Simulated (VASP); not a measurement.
InSb in VASP 6.6.1, single-point calculation

INCAR

```
LREAL = .TRUE.
NSW = 0
ISMEAR = -1
SIGMA = 0.02
ENCUT = 520
EDIFF = 1E-7
NBANDS = 16
LASPH = .TRUE.
ISIF = 2
GGA = PE
LWAVE = .FALSE.
IBRION = -1
LCHARG = .FALSE.
PREC = Accurate
NELM = 120
```

KPOINTS

```
KPOINTS created by Atomic Simulation Environment
0
Gamma
6 6 6
0 0 0
```

POSCAR

```
In Sb
 1.0000000000000000
    -0.0000000000000000    3.2795130080708281    3.2795130080708281
     3.2795130080708281    0.0000000000000000    3.2795130080708281
     3.2795130080708281    3.2795130080708281    0.0000000000000000
 In  Sb
   1   1
Cartesian
  0.0000000000000000  0.0000000000000000 -0.0000000000000000
  1.6397565040354141  1.6397565040354141  1.6397565040354141
```

The recommended PBE PAW datasets give the neutral cell 18 valence electrons.

Command

```
mpirun -np 1 vasp_std
```

OSZICAR

```
N       E                     dE             d eps       ncg     rms          rms(c)
DAV:   1     0.113344547989E+03    0.11334E+03   -0.78579E+03   512   0.112E+03
DAV:   2     0.539145668494E+00   -0.11281E+03   -0.10962E+03   568   0.280E+02
DAV:   3    -0.680970860834E+01   -0.73489E+01   -0.73209E+01   648   0.742E+01
DAV:   4    -0.701480720704E+01   -0.20510E+00   -0.20501E+00   632   0.142E+01
DAV:   5    -0.702727078771E+01   -0.12464E-01   -0.12463E-01   768   0.298E+00    0.394E+00
DAV:   6    -0.693190086467E+01    0.95370E-01   -0.15215E-01   768   0.577E+00    0.229E+00
DAV:   7    -0.691971578414E+01    0.12185E-01   -0.67163E-02   656   0.234E+00    0.602E-01
DAV:   8    -0.692088639797E+01   -0.11706E-02   -0.76751E-03   680   0.993E-01    0.240E-01
DAV:   9    -0.692157864839E+01   -0.69225E-03   -0.99048E-04   608   0.277E-01    0.759E-02
DAV:  10    -0.692162478894E+01   -0.46141E-04   -0.50440E-05   704   0.457E-02    0.384E-02
DAV:  11    -0.692166900768E+01   -0.44219E-04   -0.79733E-05   600   0.530E-02    0.251E-02
DAV:  12    -0.692167044136E+01   -0.14337E-05   -0.14240E-06   624   0.721E-03    0.715E-03
DAV:  13    -0.692167110694E+01   -0.66557E-06   -0.14982E-06   600   0.595E-03    0.422E-03
DAV:  14    -0.692167082619E+01    0.28074E-06   -0.77054E-08   576   0.240E-03    0.116E-03
DAV:  15    -0.692167083302E+01   -0.68321E-08   -0.18741E-08   392   0.988E-04
   1 F= -.69216708E+01 E0= -.69214940E+01  d E =-.353623E-03
```

From OUTCAR

```
k-points           NKPTS =     16   k-points in BZ     NKDIM =     16   number of bands    NBANDS=     16

   NELECT =      18.0000    total number of electrons

   dimension x,y,z NGX =    36 NGY =   36 NGZ =   36
   dimension x,y,z NGXF=    72 NGYF=   72 NGZF=   72

  energy-cutoff  :      520.00
  volume of cell :       70.54
      direct lattice vectors                 reciprocal lattice vectors
     0.000000000  3.279513008  3.279513008    -0.152461661  0.152461661  0.152461661
     3.279513008  0.000000000  3.279513008     0.152461661 -0.152461661  0.152461661
     3.279513008  3.279513008  0.000000000     0.152461661  0.152461661 -0.152461661

 k-points in reciprocal lattice and weights: KPOINTS created by Atomic Simulation Env
   0.00000000  0.00000000  0.00000000       0.005
   0.16666667  0.00000000  0.00000000       0.037
   0.33333333  0.00000000  0.00000000       0.037
   0.50000000  0.00000000  0.00000000       0.019
   0.16666667  0.16666667  0.00000000       0.028
   0.33333333  0.16666667  0.00000000       0.111
   0.50000000  0.16666667  0.00000000       0.111
  -0.33333333  0.16666667  0.00000000       0.111
   ...

 E-fermi :   4.7442

 k-point     1 :       0.0000    0.0000    0.0000
  band No.  band energies     occupation
      1      -9.8064      2.00000
      2      -9.8064      2.00000
      3      -9.8064      2.00000
      4      -9.7315      2.00000
      5      -9.7315      2.00000
      6      -5.7587      2.00000
      7       4.3298      2.00000
      8       4.7303      1.33334
      9       4.7303      1.33334
     10       4.7303      1.33333
     11       7.6899      0.00000
     12       7.6899      0.00000
     13       7.6899      0.00000
     14      10.4276      0.00000
     15      12.9324      0.00000
     16      12.9324      0.00000

 k-point     2 :       0.1667    0.0000    0.0000
  band No.  band energies     occupation
      1      -9.8166      2.00000
      2      -9.8017      2.00000
      3      -9.8017      2.00000
      4      -9.7317      2.00000
      5      -9.7317      2.00000
      6      -5.5234      2.00000
      7       2.2662      2.00000
      8       4.4155      2.00000
      9       4.4155      2.00000
     10       5.6122      0.00000
     11       8.1233      0.00000
     12       8.1233      0.00000
     13       8.3789      0.00000
     14      11.5117      0.00000
     15      12.0213      0.00000
     16      12.0213      0.00000

 k-point     3 :       0.3333    0.0000    0.0000
  band No.  band energies     occupation
      1      -9.8367      2.00000
      2      -9.7934      2.00000
      3      -9.7934      2.00000
      4      -9.7310      2.00000
      5      -9.7310      2.00000
      6      -4.9186      2.00000
      7       0.2206      2.00000
      8       3.9593      2.00000
      9       3.9593      2.00000
     10       5.3590      0.00000
     11       8.5255      0.00000
     12       8.5255      0.00000
     13      10.4140      0.00000
     14      11.4376      0.00000
     15      12.4122      0.00000
     16      12.4122      0.00000

 ...

  Total        0.6224835      0.6224835      0.6224835      0.0000000     -0.0000000      0.0000000
  in kB       14.1377512     14.1377512     14.1377512      0.0000000     -0.0000000      0.0000000
  external PRESSURE =      14.1377512 kB  Pullay stress =       0.0000000 kB

 POSITION                                       TOTAL-FORCE (eV/Angst)
 -----------------------------------------------------------------------------------
      0.00000      0.00000      0.00000        -0.000000     -0.000000     -0.000000
      1.63976      1.63976      1.63976         0.000000      0.000000      0.000000
 -----------------------------------------------------------------------------------
    total drift:                               -0.000000     -0.000000     -0.000000

  FREE ENERGIE OF THE ION-ELECTRON SYSTEM (eV)
  ---------------------------------------------------
  free  energy   TOTEN  =        -6.9216708330 eV

  energy  without entropy=       -6.9213172104  energy(sigma->0) =       -6.92149402
```

It converged. Results: gap between bands v and c on the k mesh 0.00 eV; least direct gap on the k mesh 0.00 eV; pressure 1.4 GPa. Band v is the last that the valence electrons fill when counted band by band, and c is the next.

For comparison, a separate PBE run of the intended cell, on usual settings and not on those above, gives a gap of 0.00 eV on its mesh and a pressure of 1.4 GPa.

The run above took about 37 s on one core of a shared host (Intel Xeon Platinum 8488C) and held 0.21 GiB at most.
